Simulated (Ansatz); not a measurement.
# GaSb (I-4m2) in Ansatz: further runs

One crystal, GaSb, is run at these levels: PBE, LDA; tasks: band structure, single point, equation of state.

Everything below comes from runs of Ansatz 0.2.0. Logs are shortened: lines on timing, memory, paths and dates and some standing lists are left out, and cuts for length are marked.

**1. The structure**

The structure is tetragonal, space group I-4m2 (No. 119). The conventional cell has a = 5.507 Å, b = 5.507 Å, c = 3.181 Å, α = 90.00°, β = 90.00°, γ = 90.00°. Sb (site symmetry -4m2) has 4 Ga at 2.87 Å and 2 Sb at 3.18 Å as nearest neighbours. Ga (site symmetry -4m2) has 4 Sb at 2.87 Å and 2 Ga at 3.18 Å as nearest neighbours.

Measurements of this composition are mostly on another form, of space group No. 216.

**2. Band structure, PBE**

input.yaml reads:

```yaml
crystal:
  lattice:
    - [-2.753434, 2.753434, 1.590707]
    - [2.753434, -2.753434, 1.590707]
    - [2.753434, 2.753434, -1.590707]
  atoms:
    - { symbol: Sb, position: [0.0, 0.0, 0.0] }
    - { symbol: Ga, position: [0.75, 0.25, 0.5] }
kpoints:
  mp_grid: { grid: [10, 10, 10] }
  band_path:
    path:
      - [0.0, 0.0, 0.0]
      - [0.0, 0.0, 0.5]
      - [-0.5, 0.5, 0.5]
      - [0.0, 0.0, 0.0]
      - [0.3334393767, 0.3334393767, -0.3334393767]
      - [0.25, 0.25, 0.25]
      - [0.0, 0.5, 0.0]
      - [-0.3334393767, 0.6665606233, 0.3334393767]
    npoints: 8
scf:
  occupations: { method: fermi_dirac, width: 0.05 }
hamiltonian:
  xc: pbe
  pseudopotentials: { kind: all_electron, lapw: { basis_error: 0.001 } }
output:
  forces: true
  stress: true
  eigenvalues: true
```

Potentials or basis: all-electron LAPW, scalar-relativistic.

Started as:

```bash
ansatz run input.yaml --threads 1 --pin off --max-ram 3072MiB --backend cpu --events-out ev --progress --plain --runs-dir out
```

What it wrote:

```text
Warning: RAYON_NUM_THREADS=1 ignored (pool sized by the plan → 1); use --threads N
LAPW: plane waves up to 7.734 Å⁻¹, error target 1.0e-3 eV per atom; small_component_spin mean_spin; Ga in spheres of 1.407 Å, 21 of its electrons in bands, Dirac shells []; Sb in spheres of 1.459 Å, 23 of its electrons in bands, Dirac shells [] (how accurate: hamiltonian.pseudopotentials.lapw.basis_error, Limitations)
Engine: ansatz 0.2.0, aarch64-unknown-linux-gnu
Pseudopotentials: kind: all_electron
Pseudopotential: Sb, LAPW, valence charge 23, lapw/all_electron/scalar/gaussian/Sb, Koelling and Harmon's equation, gaussian nucleus
Pseudopotential: Ga, LAPW, valence charge 21, lapw/all_electron/scalar/gaussian/Ga, Koelling and Harmon's equation, gaussian nucleus
Functional definition: PBE
  parameter kappa = 0.804
  parameter beta = 0.06672455060314922
  exchange = pbe_x(kappa = kappa, mu = beta*pi^2/3)
  correlation = pbe_c(beta = beta)
Crystal: 2 atoms, lattice volume = 48.239 Å³
Basis set: ecut = 227.90333219835708 eV, 367 PW (Γ), FFT grids on a1+a2, a2, a3, exchange–correlation at level 2
Bands: 27, of which v1, the nominal top of the filled ones, is band 22 counted from 1 (21 counted from 0)
Symmetry: 8 space group operations
Space group: I-4m2 (ITA 119), of the structure as read, at distance tolerance 3.6e-5 Å
k-points: 102 of 1000 (time reversal used)
Non-local potential: Sb, projectors of the file, none
Non-local potential: Ga, projectors of the file, none
Initial density: superposition of atomic densities (chi_scale 0.1, normalization cell, long waves kept (reshape's long-wave potential 0.00 eV rms))
Initial wavefunctions: plane waves of lowest kinetic energy (no species holds an atomic orbital)
Functional: x = pbe(κ = 0.804, μ = 0.2195149727645171), c = pbe(β = 0.06672455060314922)
iter 1 solved again at ethr=1.10e-4 eV; its pass at ethr=1.00e-1 eV (dr2=4.86e-2 eV) is discarded
SCF iter   1: F=—  HF=-229268.008425 eV  |F-HF|=—  |Δ(HF+E_count)|=         —  Δρ=1.17e-2  dr2=4.88e-2  ethr=1.10e-4  ⟨swp⟩=3.0  Hψ=18457  notcnv=0
preconditioner: auto → Kerker (q_TF=auto, 2.687 Å⁻¹)  [metal: Δε(μ)=0.087 eV  Ē_g=14.928 eV  σ=0.050 eV  W_gap=0.36  n_scr=16 (ndim 8)  ℏωp=22.7 eV  f_vac=0.000  D(μ)=0.56/eV (n_scr^D=0)]
SCF iter   2: F=—  HF=-229267.986617 eV  |F-HF|=—  |Δ(HF+E_count)|=   2.18e-2  Δρ=7.70e-3  dr2=2.35e-2  ethr=1.10e-4  ⟨swp⟩=2.0  Hψ=8450  notcnv=0
SCF iter   3: F=—  HF=-229267.984883 eV  |F-HF|=—  |Δ(HF+E_count)|=   1.73e-3  Δρ=5.00e-3  dr2=1.05e-2  ethr=5.33e-5  ⟨swp⟩=2.0  Hψ=8032  notcnv=0
SCF iter   4: F=—  HF=-229267.985216 eV  |F-HF|=—  |Δ(HF+E_count)|=   3.34e-4  Δρ=1.85e-3  dr2=1.75e-3  ethr=2.39e-5  ⟨swp⟩=2.0  Hψ=8052  notcnv=0
SCF iter   5: F=—  HF=-229267.985486 eV  |F-HF|=—  |Δ(HF+E_count)|=   2.69e-4  Δρ=5.84e-4  dr2=2.16e-4  ethr=3.98e-6  ⟨swp⟩=2.0  Hψ=8033  notcnv=0
SCF iter   6: F=—  HF=-229267.985406 eV  |F-HF|=—  |Δ(HF+E_count)|=   8.00e-5  Δρ=2.07e-4  dr2=2.45e-5  ethr=4.91e-7  ⟨swp⟩=2.0  Hψ=8030  notcnv=0
SCF iter   7: F=—  HF=-229267.985414 eV  |F-HF|=—  |Δ(HF+E_count)|=   8.12e-6  Δρ=7.43e-5  dr2=3.44e-6  ethr=5.57e-8  ⟨swp⟩=2.8  Hψ=8142  notcnv=0
iter 8 solved again at ethr=2.76e-10 eV; its pass at ethr=7.81e-9 eV (dr2=1.21e-7 eV) is discarded
SCF iter   8: F=—  HF=-229267.985416 eV  |F-HF|=—  |Δ(HF+E_count)|=   1.86e-6  Δρ=1.51e-5  dr2=1.22e-7  ethr=2.76e-10  ⟨swp⟩=2.0  Hψ=14073  notcnv=0
SCF iter   9: F=-229267.985416 eV  HF=-229267.985416 eV  |F-HF|=2.18e-9  |Δ(HF+E_count)|=  9.90e-10  Δρ=4.16e-6  dr2=7.93e-9  ethr=2.76e-10  ⟨swp⟩=2.0  Hψ=8030  notcnv=0
SCF 1 converged in 9 iterations: F = -229267.985416 eV  dr2 = 7.93e-9
NSCF: frozen V_eff on 57 k-points
SCF converged after 9 iterations
Free energy (F): -229267.985416 eV
Harris-Foulkes:  -229267.985416 eV  (|F-HF|=2.18e-9)
Internal energy: -229267.980620 eV  (E = F + TS)
E sigma→0 (E₀):  -229267.983018 eV
Entropy (-TS):   -0.004796 eV (-2.398 meV/atom)
Fermi energy:    12.384044 eV
--- Per-component energies (eV) ---
  E_band       = -1656.862344
  E_kinetic    = 239811.102124
  E_xc         = -6702.956876
  E_electrostatic = -462376.125868  (all electrons and nuclei)
  E_smearing   = -0.004796  (= −TS)
  E_closure    = 0.000000  (closes the sum)
  E_atoms      = -229261.009040  (free atoms, spherical and without spin; not in F)
  Σ components = -229267.985416   (vs F -229267.985416, Δ=0.00e0)
  Basis errors (estimates in eV, not in F): energy 3.7e-4 per atom: plane waves 3.3e-4 (1.8e-4 summed), levels above the bands 5.3e-66, relativity 6.8e-9, radial functions 4.3e-5, core shells 3.9e-9; eigenvalues (radial functions only) 5.2e-6; not estimated: angular momenta, meshes, grids; target (lapw.basis_error) 1.0e-3; muffin-tin radii Ga 1.407 Å, Sb 1.459 Å
--- Forces (eV/Å), atoms counted from 1 ---
  atom   1  Sb    -0.00000000     0.00000000     0.00000000
  atom   2  Ga     0.00000000    -0.00000000     0.00000000
  max |Σ_I F_I| component: 5.20e-18 eV/Å
--- Stress (GPa, compression-positive) ---
        0.465462       0.000000       0.000000
        0.000000       0.465462       0.000000
        0.000000       0.000000      -0.442798
  P = ⅓ Tr σ = 0.1627 GPa (1.627 kbar)
--- Band table (eV; the first three rows and the last of 102) ---
  k-point 0: bands = ["-131.7911", "-131.3405", "-84.7903", "-84.7443", "-84.7443", "-82.0898", "-82.0629", "-82.0629", "-16.6564", "-16.5589", "-16.5589", "-16.5466", "-16.5449", "-2.5124", "-2.4297", "-2.4251", "-2.4021", "-2.4021", "0.4565", "9.4693", "10.5398", "10.5398", "15.8519", "17.3713", "19.5082", "19.5082", "19.9138"]
  k-point 1: bands = ["-131.7911", "-131.3405", "-84.7903", "-84.7443", "-84.7443", "-82.0898", "-82.0629", "-82.0629", "-16.6564", "-16.5589", "-16.5586", "-16.5468", "-16.5443", "-2.5114", "-2.4319", "-2.4240", "-2.4022", "-2.4011", "0.5439", "8.4824", "10.6442", "11.3361", "16.3174", "17.2024", "18.7675", "19.0508", "20.0550"]
  k-point 2: bands = ["-131.7911", "-131.3405", "-84.7903", "-84.7443", "-84.7443", "-82.0898", "-82.0629", "-82.0629", "-16.6564", "-16.5591", "-16.5579", "-16.5473", "-16.5427", "-2.5089", "-2.4374", "-2.4213", "-2.4027", "-2.3987", "0.8009", "7.1061", "10.9513", "12.2311", "16.6477", "17.4931", "17.8474", "18.1664", "19.7318"]
  k-point 101: bands = ["-131.7911", "-131.3405", "-84.7903", "-84.7443", "-84.7443", "-82.0898", "-82.0629", "-82.0629", "-16.6564", "-16.5562", "-16.5562", "-16.5530", "-16.5322", "-2.5126", "-2.5050", "-2.3958", "-2.3958", "-2.3951", "3.0745", "6.5070", "7.4482", "7.4482", "15.8131", "17.3529", "22.7781", "22.7781", "25.5022"]
```

Run time: 58 s. Hardware: 1 thread of Arm Neoverse V1, shared host; peak memory 0.42 GiB.

What came out:

| Item | Value |
| --- | --- |
| Free energy | -229267.9854 eV |
| Pressure | 0.2 GPa |
| Band gap along the path | none (metal or under the smearing width) |

Levels at the corners of the path, in eV from the Fermi level:
| point | band 19 | band 20 | band 21 | band 22 | band 23 | band 24 | band 25 | band 26 |
| --- | --- | --- | --- | --- | --- | --- | --- | --- |
| Γ | -11.93 | -2.91 | -1.84 | -1.84 | 3.47 | 4.99 | 7.12 | 7.12 |
| X | -10.46 | -8.00 | 0.01 | 1.81 | 2.17 | 2.38 | 4.55 | 6.55 |
| M | -9.31 | -5.88 | -4.94 | -4.94 | 3.43 | 4.97 | 10.39 | 10.39 |
| Γ | -11.93 | -2.91 | -1.84 | -1.84 | 3.47 | 4.99 | 7.12 | 7.12 |
| Z | -8.19 | -4.85 | -3.33 | -3.33 | -2.97 | 3.90 | 6.12 | 6.12 |
| P | -8.02 | -5.27 | -4.33 | -3.07 | 3.69 | 3.75 | 4.37 | 4.94 |
| N | -8.30 | -5.59 | -2.43 | -1.47 | -1.12 | 2.43 | 3.29 | 5.15 |
| Z1 | -8.19 | -4.85 | -3.33 | -3.33 | -2.97 | 3.90 | 6.12 | 6.12 |

Caveat: spin-orbit coupling is left out, which moves the levels of the heavy elements.

**3. Single point, LDA, 22.67 Å³/atom (volume scaled by 0.94)**

input.yaml reads:

```yaml
crystal:
  lattice:
    - [-2.6972256977, 2.6972256977, 1.5582344802]
    - [2.6972256977, -2.6972256977, 1.5582344802]
    - [2.6972256977, 2.6972256977, -1.5582344802]
  atoms:
    - { symbol: Sb, position: [0.0, 0.0, 0.0] }
    - { symbol: Ga, position: [0.75, 0.25, 0.5] }
kpoints:
  mp_grid: { grid: [10, 10, 10] }
scf:
  occupations: { method: fermi_dirac, width: 0.05 }
hamiltonian:
  xc: lda
  pseudopotentials: { kind: all_electron, lapw: { basis_error: 0.001 } }
output:
  forces: true
  stress: true
  eigenvalues: true
```

Potentials or basis: all-electron LAPW, scalar-relativistic.

Started as:

```bash
ansatz run input.yaml --threads 1 --pin off --max-ram 3072MiB --backend cpu --events-out ev --progress --plain --runs-dir out
```

What it wrote:

```text
Warning: RAYON_NUM_THREADS=1 ignored (pool sized by the plan → 1); use --threads N
LAPW: plane waves up to 7.950 Å⁻¹, error target 1.0e-3 eV per atom; small_component_spin mean_spin; Ga in spheres of 1.378 Å, 21 of its electrons in bands, Dirac shells []; Sb in spheres of 1.429 Å, 23 of its electrons in bands, Dirac shells [] (how accurate: hamiltonian.pseudopotentials.lapw.basis_error, Limitations)
Engine: ansatz 0.2.0, aarch64-unknown-linux-gnu
Pseudopotentials: kind: all_electron
Pseudopotential: Sb, LAPW, valence charge 23, lapw/all_electron/scalar/gaussian/Sb, Koelling and Harmon's equation, gaussian nucleus
[... 48 lines left out ...]
  max |Σ_I F_I| component: 5.20e-18 eV/Å
--- Stress (GPa, compression-positive) ---
       -0.794126       0.000000       0.000000
        0.000000      -0.794126       0.000000
        0.000000       0.000000      -1.598104
  P = ⅓ Tr σ = -1.0621 GPa (-10.621 kbar)
--- Band table (eV; the first three rows and the last of 102) ---
  k-point 0: bands = ["-130.5467", "-129.7504", "-83.7023", "-83.6582", "-83.6582", "-80.9863", "-80.9642", "-80.9642", "-15.8336", "-15.7114", "-15.7114", "-15.7108", "-15.7056", "-1.8949", "-1.8067", "-1.8020", "-1.7648", "-1.7648", "0.7042", "10.2800", "11.1458", "11.1458", "16.5838", "18.4303", "20.5295", "20.5295", "20.9346"]
  k-point 1: bands = ["-130.5467", "-129.7504", "-83.7023", "-83.6582", "-83.6582", "-80.9863", "-80.9642", "-80.9642", "-15.8336", "-15.7115", "-15.7111", "-15.7110", "-15.7048", "-1.8934", "-1.8095", "-1.8007", "-1.7651", "-1.7636", "0.7969", "9.1414", "11.2575", "12.0740", "17.0794", "18.2401", "19.7683", "20.0544", "21.0446"]
  k-point 2: bands = ["-130.5467", "-129.7504", "-83.7023", "-83.6582", "-83.6582", "-80.9863", "-80.9642", "-80.9642", "-15.8335", "-15.7117", "-15.7117", "-15.7101", "-15.7026", "-1.8898", "-1.8166", "-1.7975", "-1.7656", "-1.7606", "1.0705", "7.6595", "11.5861", "13.0200", "17.6158", "18.3763", "18.8301", "19.0901", "20.6688"]
  k-point 101: bands = ["-130.5467", "-129.7504", "-83.7024", "-83.6582", "-83.6582", "-80.9863", "-80.9642", "-80.9642", "-15.8336", "-15.7195", "-15.7078", "-15.7078", "-15.6883", "-1.9154", "-1.8845", "-1.7650", "-1.7571", "-1.7571", "3.5947", "7.0254", "7.8572", "7.8572", "16.7112", "18.2244", "24.0639", "24.0639", "26.8656"]
```

It took 52 s on 1 thread of Arm Neoverse V1, shared host; peak memory 0.41 GiB.

What came out:

- Free energy: -229043.5676 eV
- Pressure: -1.1 GPa
- Band gap on the k mesh: none (metal or under the smearing width)

**4. Single point, LDA, 23.15 Å³/atom (volume scaled by 0.96)**

Edit input.yaml of step 3 so:

```diff
@@ -2,5 +2,5 @@
   lattice:
-    - [-2.6972256977, 2.6972256977, 1.5582344802]
-    - [2.6972256977, -2.6972256977, 1.5582344802]
-    - [2.6972256977, 2.6972256977, -1.5582344802]
+    - [-2.7162208707, 2.7162208707, 1.569208324]
+    - [2.7162208707, -2.7162208707, 1.569208324]
+    - [2.7162208707, 2.7162208707, -1.569208324]
   atoms:
```

Started as:

```bash
ansatz run input.yaml --threads 1 --pin off --max-ram 3072MiB --backend cpu --events-out ev --progress --plain --runs-dir out
```

It took 52 s on 1 thread of Arm Neoverse V1, shared host; peak memory 0.41 GiB.

Results (log left out):

```yaml
Free_energy: -229043.5575 eV
Pressure: -2.3 GPa
Band_gap_on_the_k_mesh: none (metal or under the smearing width)
```

**5. Single point, LDA, 23.64 Å³/atom (volume scaled by 0.98)**

Edit input.yaml of step 4 so:

```diff
@@ -2,5 +2,5 @@
   lattice:
-    - [-2.7162208707, 2.7162208707, 1.569208324]
-    - [2.7162208707, -2.7162208707, 1.569208324]
-    - [2.7162208707, 2.7162208707, -1.569208324]
+    - [-2.7349540204, 2.7349540204, 1.5800307924]
+    - [2.7349540204, -2.7349540204, 1.5800307924]
+    - [2.7349540204, 2.7349540204, -1.5800307924]
   atoms:
```

Started as:

```bash
ansatz run input.yaml --threads 1 --pin off --max-ram 3072MiB --backend cpu --events-out ev --progress --plain --runs-dir out
```

Wall time 52 s (1 thread of Arm Neoverse V1, shared host); peak memory 0.41 GiB.

Results (log left out):

* Free energy: -229043.5406 eV
* Pressure: -3.3 GPa
* Band gap on the k mesh: none (metal or under the smearing width)

**6. Single point, LDA, 24.12 Å³/atom**

Edit input.yaml of step 5 so:

```diff
@@ -2,5 +2,5 @@
   lattice:
-    - [-2.7349540204, 2.7349540204, 1.5800307924]
-    - [2.7349540204, -2.7349540204, 1.5800307924]
-    - [2.7349540204, 2.7349540204, -1.5800307924]
+    - [-2.753434, 2.753434, 1.590707]
+    - [2.753434, -2.753434, 1.590707]
+    - [2.753434, 2.753434, -1.590707]
   atoms:
```

Potentials or basis: all-electron LAPW, scalar-relativistic.

Started as:

```bash
ansatz run input.yaml --threads 1 --pin off --max-ram 3072MiB --backend cpu --events-out ev --progress --plain --runs-dir out
```

It took 51 s on 1 thread of Arm Neoverse V1, shared host; peak memory 0.4 GiB.

It converged, with:

| Property | Result |
| --- | --- |
| Free energy | -229043.5176 eV |
| Pressure | -4.3 GPa |
| Band gap on the k mesh | none (metal or under the smearing width) |

**7. Single point, LDA, 24.60 Å³/atom (volume scaled by 1.02)**

Edit input.yaml of step 6 so:

```diff
@@ -2,5 +2,5 @@
   lattice:
-    - [-2.753434, 2.753434, 1.590707]
-    - [2.753434, -2.753434, 1.590707]
-    - [2.753434, 2.753434, -1.590707]
+    - [-2.7716691937, 2.7716691937, 1.6012417905]
+    - [2.7716691937, -2.7716691937, 1.6012417905]
+    - [2.7716691937, 2.7716691937, -1.6012417905]
   atoms:
```

Started as:

```bash
ansatz run input.yaml --threads 1 --pin off --max-ram 3072MiB --backend cpu --events-out ev --progress --plain --runs-dir out
```

Wall time 50 s (1 thread of Arm Neoverse V1, shared host); peak memory 0.4 GiB.

Results (log left out):

```yaml
Free_energy: -229043.4893 eV
Pressure: -5.1 GPa
Band_gap_on_the_k_mesh: none (metal or under the smearing width)
```

**8. Single point, LDA, 25.08 Å³/atom (volume scaled by 1.04)**

Edit input.yaml of step 7 so:

```diff
@@ -2,5 +2,5 @@
   lattice:
-    - [-2.7716691937, 2.7716691937, 1.6012417905]
-    - [2.7716691937, -2.7716691937, 1.6012417905]
-    - [2.7716691937, 2.7716691937, -1.6012417905]
+    - [-2.7896675499, 2.7896675499, 1.6116397558]
+    - [2.7896675499, -2.7896675499, 1.6116397558]
+    - [2.7896675499, 2.7896675499, -1.6116397558]
   atoms:
```

Started as:

```bash
ansatz run input.yaml --threads 1 --pin off --max-ram 3072MiB --backend cpu --events-out ev --progress --plain --runs-dir out
```

Run time: 50 s. Hardware: 1 thread of Arm Neoverse V1, shared host; peak memory 0.4 GiB.

The run converged. Its results:

```
Free energy            : -229043.4563 eV
Pressure               : -5.8 GPa
Band gap on the k mesh : none (metal or under the smearing width)
```

**9. Single point, LDA, 25.57 Å³/atom (volume scaled by 1.06)**

Edit input.yaml of step 8 so:

```diff
@@ -2,5 +2,5 @@
   lattice:
-    - [-2.7896675499, 2.7896675499, 1.6116397558]
-    - [2.7896675499, -2.7896675499, 1.6116397558]
-    - [2.7896675499, 2.7896675499, -1.6116397558]
+    - [-2.8074366121, 2.8074366121, 1.6219052539]
+    - [2.8074366121, -2.8074366121, 1.6219052539]
+    - [2.8074366121, 2.8074366121, -1.6219052539]
   atoms:
```

Potentials or basis: all-electron LAPW, scalar-relativistic.

Started as:

```bash
ansatz run input.yaml --threads 1 --pin off --max-ram 3072MiB --backend cpu --events-out ev --progress --plain --runs-dir out
```

Run time: 50 s. Hardware: 1 thread of Arm Neoverse V1, shared host; peak memory 0.4 GiB.

The run converged. Its results:

```yaml
Free_energy: -229043.4191 eV
Pressure: -6.5 GPa
Band_gap_on_the_k_mesh: none (metal or under the smearing width)
```

**10. Equation of state, LDA**

No new run: the results of the series are fitted here.

What came out:

```
Equilibrium volume                        : 22.29 Å³/atom (rough: see the caveat)
Bulk modulus at fixed shape and positions : 65 GPa (rough)
```

Energy against volume, from the lowest point:
```csv
volume (Å³/atom),energy (meV/atom)
22.672,0.00
23.155,5.06
23.637,13.53
24.120,25.01
24.602,39.17
25.084,55.68
25.567,74.26
```

Caveat: the minimum lies outside the volumes run; the cell was scaled at fixed shape and fractional positions, which overstates the stiffness of a crystal with free parameters, most of all of layers and chains.
